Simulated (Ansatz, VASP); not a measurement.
This is a calculation of Te for VASP 6.6.1.

The input POSCAR:

```
Te
1.0
    4.4834975484      0.0000000000      0.0000000000
   -2.2417487742      3.8828227747      0.0000000000
    0.0000000000      0.0000000000      5.9632329314
Te
3
Direct
    0.7310000000      0.7310000000      0.0000000000
    0.0000000000      0.2690000000      0.6666666667
    0.2690000000      0.0000000000      0.3333333333
```

INCAR.step1

```
SYSTEM = Te
PREC = Accurate
ENCUT = 520
ISMEAR = -1
SIGMA = 0.05
LREAL = .False.
LASPH = .True.
NELM = 100
NBANDS = 16
GGA = PE
ALGO = Normal
EDIFF = 1E-4
LWAVE = .True.
LCHARG = .False.
```

Contents of INCAR.step2:

```
SYSTEM = Te
PREC = Accurate
ENCUT = 520
EDIFF = 1E-6
ISMEAR = -1
SIGMA = 0.05
LREAL = .False.
LASPH = .True.
NELM = 100
ALGO = Normal
ISIF = 2
LWAVE = .False.
LCHARG = .True.
METAGGA = R2SCAN
LMIXTAU = .True.
LELF = .True.
LVHAR = .True.
NBANDS = 16
ISTART = 1
```

Contents of KPOINTS:

```
regular mesh
0
Gamma
  7 7 5
  0 0 0
```

Potentials or basis: VASP PAW PBE potentials, release 64 (Te).

Launch:

```bash
$ cat potpaw_PBE.64/Te/POTCAR > POTCAR
$ cp INCAR.step1 INCAR
$ mpirun -np 1 vasp_std > vasp.out
$ cp INCAR.step2 INCAR
$ mpirun -np 1 vasp_std > vasp.out
```

Problem. Set up the same calculation for Ansatz 0.2.0. Potentials there: Ansatz PAW.

Solution. As run (the cutoff follows the program's own potentials):

File input.yaml:

```yaml
crystal:
  lattice:
    - [4.4834975484, 0.0, 0.0]
    - [-2.2417487742, 3.8828227747, 0.0]
    - [0.0, 0.0, 5.9632329314]
  atoms:
    - { symbol: Te, position: [0.731, 0.731, 0.0] }
    - { symbol: Te, position: [0.0, 0.269, 0.6666666667] }
    - { symbol: Te, position: [0.269, 0.0, 0.3333333333] }
hamiltonian:
  xc: r2scan
  pseudopotentials: { kind: paw }
kpoints:
  mp_grid: { grid: [7, 7, 5] }
scf:
  occupations: { method: fermi_dirac, width: 0.05 }
output:
  forces: true
  stress: true
  eigenvalues: true
```

Potentials or basis: Ansatz PAW.

The run is started by

```console
$ ansatz run input.yaml --threads 1 --pin off --max-ram 3584MiB --backend cpu --events-out ev --progress --plain --runs-dir out
```

Both were run:

|  | VASP | Ansatz | Ansatz less VASP |
| --- | --- | --- | --- |
| gap on the k mesh at the Fermi level (eV) | 0.77 | 0.77 | +0.007 |
| least direct gap on the mesh (eV) | 0.92 | 0.93 | +0.017 |
| pressure (GPa) | -0.1 | -0.1 | -0.01 |
| largest component of the traceless stress (GPa) | 0.24 | 0.26 | +0.026 |
| rms of the force components (eV/Å) | 0.096 | 0.110 | +0.0141 |

Atom by atom the forces differ by 0.014 eV/Å (rms over components). The two sets of potentials don't hold the same shells in valence.

Caveats: spin-orbit coupling is left out, which moves the levels of the heavy elements; the PAW data sets were made with another functional, which shifts forces and pressure a little (VASP); an odd mesh through Γ misses points on the zone boundary, where band edges often lie (VASP); odd divisions of the mesh miss points on the zone boundary, where band edges often lie, so the gap on the mesh can be too wide (Ansatz); the PAW data sets come from PBE, with cores solved anew for the run's functional, which leaves a small shift of forces and pressure (Ansatz).
